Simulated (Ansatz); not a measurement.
# 2H-MoOSe monolayer in a perpendicular field, part 3 of 3

What dipole does a perpendicular field induce in the 2H-MoOSe monolayer, and does the gap follow? A positive field points along +c.

Ansatz 0.2.0; plane-wave DFT, PBE-D3(BJ), Ansatz PAW (the session's first sound run).

So far, gap along the path (eV): step 3 (atoms held, field 0) 0.889; step 5 (field -0.03 V/Å) 0.891; step 6 (field 0.15 V/Å) 0.878; step 7 (field 0.25 V/Å) 0.870; step 8 (field -0.25 V/Å) 0.908.

**10. With spin-orbit coupling, k-mesh 12×12×1**

This step: plane-wave DFT, PBE, fully relativistic PAW with spin-orbit coupling (Ansatz 0.2.0).

Heavy atoms split their bands by spin-orbit coupling, so this run uses fully relativistic files and two-component states.

Contents of input.yaml:

```yaml
crystal:
  lattice:
    - [3.0462914802, 0.0, 0.0]
    - [-1.5231457401, 2.6381658092, 0.0]
    - [0.0, 0.0, 20.8888182082]
  atoms:
    - { symbol: Se, position: [0.3333333333, 0.6666666667, 0.4308525217] }
    - { symbol: Mo, position: [0.0, 0.0, 0.5157053647] }
    - { symbol: O, position: [0.3333333333, 0.6666666667, 0.5691474783] }
kpoints:
  mp_grid: { grid: [12, 12, 1] }
  band_path:
    path: [[0, 0, 0], [0.5, 0, 0], [0.33333333, 0.33333333, 0], [0, 0, 0]]
    npoints: 16
hamiltonian:
  xc: pbe
  pseudopotentials: { kind: paw_fr }
magnetization:
  noncollinear: true
  spin_orbit: true
scf:
  occupations: { method: fermi_dirac, width: 0.05 }
  convergence: { dr2_threshold: 1.0e-09 }
efield:
  axis: 3
  dipole_correction: true
  ramp_position: 0.97
  ramp_width: 0.06
  amplitude: 0
output:
  write_potential: true
  write_density: true
  volumetric_format: npy
```

The run is started by

```bash
ansatz run input.yaml --threads 2 --pin off --max-ram 3072MiB --backend cpu --events-out ev --progress --plain --runs-dir out
```

Numbers of over 12 decimals in the logs are rounded to 6 here.

The program printed:

```text
[...]
non-collinear run that drives no moment, with spin-orbit: no starting moment large enough to seed its density (crystal.atoms[].spin), no starting occupations that ask for one, no magnetisation constraint and no magnetic field, so the semilocal B_xc is pinned to zero
Crystal: 3 atoms, lattice volume = 167.876 Å³
Basis set: ecut = 420 eV, 3261 PW (Γ)
Bands: 44, of which v1, the nominal top of the filled ones, is band 36 counted from 1 (35 counted from 0)
Symmetry: 6 space group operations + 6 with time reversal
[...]
k-points: 19 of 144 (time reversal used)
Projection manifold: j_resolved (fully-relativistic pseudo-atomic orbitals)
[...]
SCF iter   1: F=—  HF=-10997.834509 eV  |F-HF|=—  |Δ(HF+E_count)|=         —  Δρ=7.82e-2  dr2=1.30e1  dr2_m=0.00e0 (ungated)  ethr=3.10e-3  |M|=0.00e0 ∫|m|=0.00e0 μB  |m|>n=0.0e0 m-floor=0.0e0 τ_xc=0.0e0  β_m=0.30  p=0.000 e·Å  D=1.72e-6 V/Å  ΔV_dip=-0.00 eV  dr2_dipole=1.88e-1  V_vac-E_F(+/−)=5.10/5.10 eV  ⟨swp⟩=13.6  Hψ=4910  notcnv=0
[...]
SCF iter   2: F=—  HF=-10995.409471 eV  |F-HF|=—  |Δ(HF+E_count)|=    2.43e0  Δρ=4.41e-2  dr2=4.90e0  dr2_m=0.00e0 (ungated)  ethr=3.10e-3  |M|=0.00e0 ∫|m|=0.00e0 μB  |m|>n=0.0e0 m-floor=0.0e0 τ_xc=0.0e0  β_m=0.60  p=-0.177 e·Å  D=-1.91e-1 V/Å  ΔV_dip=3.99 eV  dr2_dipole=3.26e-1  V_vac-E_F(+/−)=7.90/3.91 eV  ⟨swp⟩=4.3  Hψ=2315  notcnv=0  defer=48
[...]
spin=Noncollinear: LDOS preconditioning applied to the charge; magnetization (m_x, m_y, m_z) channels mix plain (no charge-response kernel on spin).
SCF iter   3: F=—  HF=-10994.955432 eV  |F-HF|=—  |Δ(HF+E_count)|=   4.54e-1  Δρ=1.55e-2  dr2=1.67e0  dr2_m=0.00e0 (ungated)  ethr=3.10e-3  |M|=0.00e0 ∫|m|=0.00e0 μB  |m|>n=0.0e0 m-floor=0.0e0 τ_xc=0.0e0  β_m=0.51  p=-0.059 e·Å  D=-6.33e-2 V/Å  ΔV_dip=1.32 eV  dr2_dipole=2.64e-1  V_vac-E_F(+/−)=5.51/4.19 eV  ⟨swp⟩=3.4  Hψ=1650  notcnv=0  defer=19
[...]
SCF iter  12: F=-10994.745339 eV  HF=-10994.745339 eV  |F-HF|=1.86e-10  |Δ(HF+E_count)|=  5.57e-10  Δρ=4.58e-7  dr2=3.33e-10  dr2_m=0.00e0 (ungated)  ethr=2.78e-12  |M|=0.00e0 ∫|m|=0.00e0 μB  |m|>n=0.0e0 m-floor=0.0e0 τ_xc=0.0e0  p=-0.104 e·Å  D=-1.13e-1 V/Å  ΔV_dip=2.35 eV  dr2_dipole=3.63e-12  V_vac-E_F(+/−)=6.05/3.70 eV  ⟨swp⟩=10.9  Hψ=2947  notcnv=0
SCF 1 converged in 12 iterations: F = -10994.745339 eV  dr2 = 3.33e-10
[...]
SCF converged after 12 iterations
Magnetization: |M| = 0.0000 μB,  M = (+0.0000, +0.0000, +0.0000) μB
Absolute magnetization: 0.0000 μB (∫|m|)
  site 0: m = (+0.0000, +0.0000, +0.0000) μB, |m| = 0.0000 μB  (R = 1.03 Å)
  site 1: m = (+0.0000, +0.0000, +0.0000) μB, |m| = 0.0000 μB  (R = 0.86 Å)
  site 2: m = (+0.0000, +0.0000, +0.0000) μB, |m| = 0.0000 μB  (R = 0.86 Å)
Free energy (F): -10994.745339 eV
[...]
Internal energy: -10994.745334 eV  (E = F + TS)
E sigma→0 (E₀):  -10994.745337 eV
Entropy (-TS):   -0.000005 eV (-0.002 meV/atom)
Fermi energy:    0.152079 eV
Dipole field:    D = -0.112553 V/Å  (p = -0.104420 e·Å, saw-weighted, corrected)
Work function:   Φ+ = 6.0487 eV   Φ− = 3.6976 eV
[...]
--- Band table (eV; the first three rows and the last of 19) ---
  k-point 0: bands = [... 32 lower, -1.8954, -1.8954, -0.2758, -0.2758, 1.7889, 1.7889, 1.7980, 1.7980, ... 4 higher]
  k-point 1: bands = [... 32 lower, -2.0320, -2.0081, -0.3868, -0.3858, 1.6872, 1.7592, 1.8416, 1.8788, ... 4 higher]
  k-point 2: bands = [... 32 lower, -2.2175, -2.1832, -0.7883, -0.7715, 1.2940, 1.3073, 1.8038, 1.8361, ... 4 higher]
  k-point 18: bands = [... 32 lower, -3.3173, -3.2970, -1.4772, -1.3232, 0.5985, 0.6218, 1.9826, 2.0174, ... 4 higher]
```

Run time: 2.1 min. Hardware: 2 threads of Arm Neoverse N1, shared host; peak memory 0.87 GiB; 3 min of CPU time.

This step gave:

```
dipole along the normal            : -0.1044 e·Å
gap along the path                 : 0.8744 eV
smallest direct gap along the path : 1.922 eV
step between the vacuum levels     : 2.351 eV
ionisation energy, upper face      : 6.477 eV
electron affinity, upper face      : 5.602 eV
ionisation energy, lower face      : 4.125 eV
gap, the smaller of path and mesh  : 0.8744 eV
```

The electronic bands at the labelled points (eV, zero at the Fermi level of the run, which the smearing sets inside the gap):

| point | band 33 | band 34 | band 35 | band 36 | band 37 | band 38 | band 39 | band 40 |
| --- | --- | --- | --- | --- | --- | --- | --- | --- |
| Γ | -2.05 | -2.05 | -0.43 | -0.43 | 1.64 | 1.64 | 1.65 | 1.65 |
| halfway | -2.44 | -2.41 | -1.48 | -1.45 | 0.77 | 0.85 | 1.49 | 1.51 |
| M | -2.17 | -2.17 | -1.53 | -1.53 | 0.99 | 0.99 | 1.51 | 1.51 |
| halfway | -3.41 | -3.36 | -1.44 | -1.33 | 0.72 | 0.76 | 1.70 | 1.79 |
| K | -3.47 | -3.45 | -1.63 | -1.48 | 0.45 | 0.47 | 1.83 | 1.87 |
| halfway | -3.04 | -2.89 | -1.50 | -1.41 | 0.69 | 0.72 | 1.44 | 1.53 |
| Γ | -2.05 | -2.05 | -0.43 | -0.43 | 1.64 | 1.64 | 1.65 | 1.65 |

The gap is 0.87 eV, with the valence edge 6.48 eV and the conduction edge 5.60 eV under the upper vacuum level.

**11. With spin-orbit coupling, k-mesh 12×12×1, field 0.1 V/Å**

The same in a field along the normal.

Edit input.yaml of step 10 so:

```diff
@@ -11,5 +11,3 @@
   mp_grid: { grid: [12, 12, 1] }
-  band_path:
-    path: [[0, 0, 0], [0.5, 0, 0], [0.33333333, 0.33333333, 0], [0, 0, 0]]
-    npoints: 16
+  band_path: { path: [[0, 0, 0], [0.12, 0, 0]], npoints: 24 }
 hamiltonian:
@@ -28,3 +26,3 @@
   ramp_width: 0.06
-  amplitude: 0
+  amplitude: 0.1
 output:
```

The program printed:

```text
[...]
Crystal: 3 atoms, lattice volume = 167.876 Å³
Basis set: ecut = 420 eV, 3261 PW (Γ)
Bands: 44, of which v1, the nominal top of the filled ones, is band 36 counted from 1 (35 counted from 0)
Symmetry: 6 space group operations + 6 with time reversal
[...]
k-points: 19 of 144 (time reversal used)
[...]
k-point 1: bands = [... 32 lower, -2.0592, -2.0353, -0.4058, -0.4050, 1.6638, 1.7357, 1.8185, 1.8558, ... 4 higher]
  k-point 2: bands = [... 32 lower, -2.2456, -2.2114, -0.8085, -0.7914, 1.2599, 1.2749, 1.7787, 1.8111, ... 4 higher]
  k-point 18: bands = [... 32 lower, -3.3420, -3.3219, -1.5040, -1.3502, 0.5725, 0.5958, 1.9520, 1.9870, ... 4 higher]
[key lines of the parts left out:]
SCF converged after 12 iterations
Magnetization: |M| = 0.0000 μB,  M = (+0.0000, +0.0000, +0.0000) μB
Free energy (F): -10994.735909 eV
Fermi energy:    0.129375 eV
Dipole field:    D = -0.090716 V/Å  (p = -0.084161 e·Å, saw-weighted, corrected)
```

Run time: 1.7 min. Hardware: 2 threads; peak memory 0.87 GiB; 2.4 min of CPU time.

Numbers from this step:

* dipole along the normal: -0.08416 e·Å
* gap along the path: 1.837 eV
* smallest direct gap along the path: 2.049 eV
* gap, the smaller of path and mesh: 0.8670 eV

The dipole is -0.0842 e·Å, and the gap 0.867 eV.

**12. Spin splitting near the zone centre**

This step: plane-wave DFT, PBE, fully relativistic PAW with spin-orbit coupling; spin splitting near the zone centre (Ansatz 0.2.0).

Levels that meet at the zone centre are followed outwards; a split that grows in proportion to k gives the Rashba parameter as ΔE/2k.

This step gave:

```yaml
largest_split_over_2k_that_stays_linear_in_k: 0.01819 eV Å
```

Groups of levels that meet at the zone centre and whose split, tested at two k, grows in proportion to k or stays under 1 meV; groups that fail this test are left out. Spin splitting, by row:

| level at the first point (eV from the Fermi level) | states | split at k = 0.036 1/A (eV) | split over 2k (eV Å) |
| --- | --- | --- | --- |
| -0.4239 | 2 | 0.0013 | 0.01819 |

**13. The same run with other settings: scf.mixing.preconditioner = "ldos"**

This step: plane-wave DFT, PBE-D3(BJ), Ansatz PAW (Ansatz 0.2.0).

A run with a changed input: it repeats the earlier run at 0.03 V/Å with scf.mixing.preconditioner to ldos.

input.yaml, the sections that differ from step 11:

```yaml
kpoints:
  mp_grid: { grid: [18, 18, 1] }
  band_path:
    path: [[0, 0, 0], [0.5, 0, 0], [0.33333333, 0.33333333, 0], [0, 0, 0]]
    npoints: 16
hamiltonian:
  xc: pbe
  dispersion: d3bj
scf:
  occupations: { method: fermi_dirac, width: 0.05 }
  convergence: { dr2_threshold: 1.0e-10 }
  mixing: { preconditioner: ldos }
efield:
  axis: 3
  dipole_correction: true
  ramp_position: 0.97
  ramp_width: 0.06
  amplitude: 0.03
# crystal, output: as in step 11
# magnetization: removed
```

The program printed:

```text
[...]
Crystal: 3 atoms, lattice volume = 167.876 Å³
Basis set: ecut = 420 eV, 3261 PW (Γ)
Bands: 22, of which v1, the nominal top of the filled ones, is band 18 counted from 1 (17 counted from 0)
Symmetry: 6 space group operations
[...]
k-points: 37 of 324 (time reversal used)
[...]
SCF iter   1: F=—  HF=-10997.267975 eV  |F-HF|=—  |Δ(HF+E_count)|=         —  Δρ=7.82e-2  dr2=1.31e1  ethr=3.10e-3  p=0.007 e·Å  D=7.22e-3 V/Å  ΔV_dip=-0.15 eV  dr2_dipole=1.93e-1  V_vac-E_F(+/−)=5.30/4.89 eV  ⟨swp⟩=9.1  Hψ=4569  notcnv=0
[...]
SCF iter  16: F=-10994.175019 eV  HF=-10994.175019 eV  |F-HF|=3.64e-12  |Δ(HF+E_count)|=  5.64e-11  Δρ=1.04e-7  dr2=6.59e-12  ethr=1.00e-12  p=-0.098 e·Å  D=-1.06e-1 V/Å  ΔV_dip=2.21 eV  dr2_dipole=2.17e-13  V_vac-E_F(+/−)=6.26/3.48 eV  ⟨swp⟩=4.6  Hψ=2797  notcnv=0
SCF 1 converged in 16 iterations: F = -10994.175019 eV  dr2 = 6.59e-12
[...]
SCF converged after 16 iterations
Free energy (F): -10994.175019 eV
[...]
Internal energy: -10994.175015 eV  (E = F + TS)
E sigma→0 (E₀):  -10994.175017 eV
Entropy (-TS):   -0.000005 eV (-0.002 meV/atom)
Fermi energy:    0.146126 eV
Dipole field:    D = -0.105905 V/Å  (p = -0.098252 e·Å, saw-weighted, corrected)
Work function:   not extracted (applied field tilts the vacuum); planar V_es + V_field profile in the machine report
[...]
--- Band table (eV; the first three rows and the last of 37) ---
  k-point 0: bands = [... 14 lower, -4.0415, -1.9453, -1.9453, -0.2848, 1.7846, 1.7846, 2.7020, 2.7020]
  k-point 1: bands = [... 14 lower, -3.9981, -2.0623, -1.9899, -0.3309, 1.7582, 1.8169, 2.4453, 2.6857]
  k-point 2: bands = [... 14 lower, -3.9119, -2.3936, -2.0987, -0.4934, 1.6466, 1.8594, 2.0446, 2.6866]
  k-point 36: bands = [... 14 lower, -5.0686, -4.2746, -3.3145, -1.4118, 0.6017, 1.9882, 2.7887, 3.2927]
```

Wall time 45 s (2 threads); peak memory 0.45 GiB; 57 s of CPU time.

Numbers from this step:

- dipole along the normal: -0.09825 e·Å
- gap along the path: 0.8866 eV
- smallest direct gap along the path: 2.013 eV
- gap, the smaller of path and mesh: 0.8866 eV

The electronic bands at the labelled points (eV, zero at the Fermi level of the run, which the smearing sets inside the gap):

| point | band 15 | band 16 | band 17 | band 18 | band 19 | band 20 | band 21 | band 22 |
| --- | --- | --- | --- | --- | --- | --- | --- | --- |
| Γ | -4.19 | -2.09 | -2.09 | -0.43 | 1.64 | 1.64 | 2.56 | 2.56 |
| halfway | -4.52 | -3.44 | -2.43 | -1.47 | 0.81 | 1.50 | 2.13 | 2.94 |
| M | -5.18 | -3.42 | -2.18 | -1.54 | 0.99 | 1.50 | 2.45 | 3.33 |
| halfway | -4.78 | -3.74 | -3.40 | -1.39 | 0.73 | 1.74 | 2.66 | 2.79 |
| K | -5.21 | -4.42 | -3.46 | -1.56 | 0.46 | 1.84 | 2.64 | 3.15 |
| halfway | -4.43 | -3.53 | -2.98 | -1.46 | 0.70 | 1.48 | 2.02 | 2.97 |
| Γ | -4.19 | -2.09 | -2.09 | -0.43 | 1.64 | 1.64 | 2.56 | 2.56 |

| quantity | this run | earlier run | difference |
| --- | --- | --- | --- |
| dipole along the normal (e·Å) | -0.09825 | -0.09825 | 4.9e-7 |
| gap along the path (eV) | 0.8866 | 0.8866 | -1.0e-6 |
| smallest direct gap along the path (eV) | 2.013 | 2.013 | -1.0e-6 |

Nothing in the table moves by 0.01 in its unit (for the dipole 0.5 % and 5e-5 e·Å). The run took 16 SCF cycles against 14.

On this path the gap is indirect, 0.89 eV, with the valence top at Γ and the conduction bottom at K. The least direct gap is 2.01 eV.

**14. The same run with other settings**

Another changed input: it repeats the earlier run at 0.03 V/Å with scf.mixing.algorithm to msr1, scf.mixing.beta to 0.5 and basis.ecutwfc to 500 eV.

Edit input.yaml of step 13 so:

```diff
@@ -20,3 +20,3 @@
   convergence: { dr2_threshold: 1.0e-10 }
-  mixing: { preconditioner: ldos }
+  mixing: { algorithm: msr1, beta: 0.5 }
 efield:
@@ -31 +31,3 @@
   volumetric_format: npy
+basis:
+  ecutwfc: "500 eV"
```

The program printed:

```text
[...]
Crystal: 3 atoms, lattice volume = 167.876 Å³
Basis set: ecut = 500 eV, 4337 PW (Γ)
Bands: 22, of which v1, the nominal top of the filled ones, is band 18 counted from 1 (17 counted from 0)
Symmetry: 6 space group operations
[...]
k-points: 37 of 324 (time reversal used)
[...]
SCF iter   1: F=—  HF=-10997.277007 eV  |F-HF|=—  |Δ(HF+E_count)|=         —  Δρ=7.83e-2  dr2=1.31e1  ethr=3.10e-3  p=0.007 e·Å  D=7.22e-3 V/Å  ΔV_dip=-0.15 eV  dr2_dipole=1.93e-1  V_vac-E_F(+/−)=5.31/4.89 eV  ⟨swp⟩=9.2  Hψ=4598  notcnv=0
[...]
SCF iter  15: F=-10994.182046 eV  HF=-10994.182046 eV  |F-HF|=2.18e-11  |Δ(HF+E_count)|=  1.09e-11  Δρ=4.80e-8  dr2=3.04e-12  ethr=1.00e-12  p=-0.098 e·Å  D=-1.06e-1 V/Å  ΔV_dip=2.21 eV  dr2_dipole=6.51e-13  V_vac-E_F(+/−)=6.26/3.48 eV  ⟨swp⟩=2.0  Hψ=1591  notcnv=0
SCF 1 converged in 15 iterations: F = -10994.182046 eV  dr2 = 3.04e-12
[...]
SCF converged after 15 iterations
Free energy (F): -10994.182046 eV
[...]
Internal energy: -10994.182042 eV  (E = F + TS)
E sigma→0 (E₀):  -10994.182044 eV
Entropy (-TS):   -0.000005 eV (-0.002 meV/atom)
Fermi energy:    0.146393 eV
Dipole field:    D = -0.105889 V/Å  (p = -0.098238 e·Å, saw-weighted, corrected)
Work function:   not extracted (applied field tilts the vacuum); planar V_es + V_field profile in the machine report
[...]
--- Band table (eV; the first three rows and the last of 37) ---
  k-point 0: bands = [... 14 lower, -4.0415, -1.9451, -1.9451, -0.2846, 1.7851, 1.7851, 2.7022, 2.7022]
  k-point 1: bands = [... 14 lower, -3.9981, -2.0621, -1.9897, -0.3307, 1.7586, 1.8174, 2.4454, 2.6859]
  k-point 2: bands = [... 14 lower, -3.9118, -2.3934, -2.0985, -0.4932, 1.6470, 1.8598, 2.0449, 2.6868]
  k-point 36: bands = [... 14 lower, -5.0687, -4.2744, -3.3145, -1.4116, 0.6020, 1.9886, 2.7892, 3.2932]
```

Wall time 55 s (2 threads); peak memory 0.51 GiB; 68 s of CPU time.

Numbers from this step:

| Item | Value |
| --- | --- |
| dipole along the normal | -0.09824 e·Å |
| smallest direct gap along the path | 2.014 eV |

Electronic bands along the path, in eV, zero at the Fermi level of the run, which the smearing sets inside the gap:

| point | band 15 | band 16 | band 17 | band 18 | band 19 | band 20 | band 21 | band 22 |
| --- | --- | --- | --- | --- | --- | --- | --- | --- |
| Γ | -4.19 | -2.09 | -2.09 | -0.43 | 1.64 | 1.64 | 2.56 | 2.56 |
| halfway | -4.52 | -3.44 | -2.43 | -1.47 | 0.81 | 1.50 | 2.13 | 2.94 |
| M | -5.18 | -3.42 | -2.18 | -1.54 | 0.99 | 1.50 | 2.45 | 3.33 |
| halfway | -4.78 | -3.74 | -3.40 | -1.39 | 0.73 | 1.74 | 2.66 | 2.79 |
| K | -5.22 | -4.42 | -3.46 | -1.56 | 0.46 | 1.84 | 2.64 | 3.15 |
| halfway | -4.43 | -3.53 | -2.98 | -1.46 | 0.70 | 1.48 | 2.02 | 2.97 |
| Γ | -4.19 | -2.09 | -2.09 | -0.43 | 1.64 | 1.64 | 2.56 | 2.56 |

| quantity | this run | earlier run | difference |
| --- | --- | --- | --- |
| dipole along the normal (e·Å) | -0.09824 | -0.09825 | 1.5e-5 |
| gap along the path (eV) | 0.8866 | 0.8866 | 2.0e-6 |
| smallest direct gap along the path (eV) | 2.014 | 2.013 | 5.7e-5 |

Nothing in the table moves by 0.01 in its unit (for the dipole 0.5 % and 5e-5 e·Å). The run took 15 SCF cycles against 14.

On this path the gap is indirect, 0.89 eV, with the valence top at Γ and the conduction bottom at K. The least direct gap is 2.01 eV.

**15. Summary of results**

| Quantity | Value |
| --- | --- |
| gap without field | 0.889 eV |
| ionisation energy, upper face | 6.48 eV |
| electron affinity, upper face | 5.59 eV |
| step between the vacuum levels | 2.35 eV |
| equivalent conductor thickness, atoms held | 4.56 Å |
| largest split over 2k that stays linear in k at 0.1 V/Å | 0.0182 eV Å |

**Reading.** The induced dipole equals that of a perfect conductor 4.56 Å thick, while the outer atoms lie 2.89 Å apart; an out-of-plane ε follows only once a thickness t is chosen, by 1 − 1/ε = 4.56 Å / t. The two faces differ: the vacuum level above lies 2.35 eV higher than the one below. The gap goes from 0.89 eV to 0.91 eV at -0.25 V/Å. Semilocal functionals give gaps that are too small, and excitons are not included. The field series itself is without spin-orbit coupling.

[Logs are printed without paths, hosts, clocks, repeated set-up lines and the standing remarks that a program may print on its own settings, such as how far it seeks lower states.]

[Hosts, paths, dates, database ids (printed as entryN), source tags and the programs' standing remarks are cut or masked in the printed files.]

[Maps of the electrostatic potential energy from Ansatz leave out the sawtooth potential of an applied field or a dipole correction, so their vacuum need not be flat; planar profiles and work functions include it.]
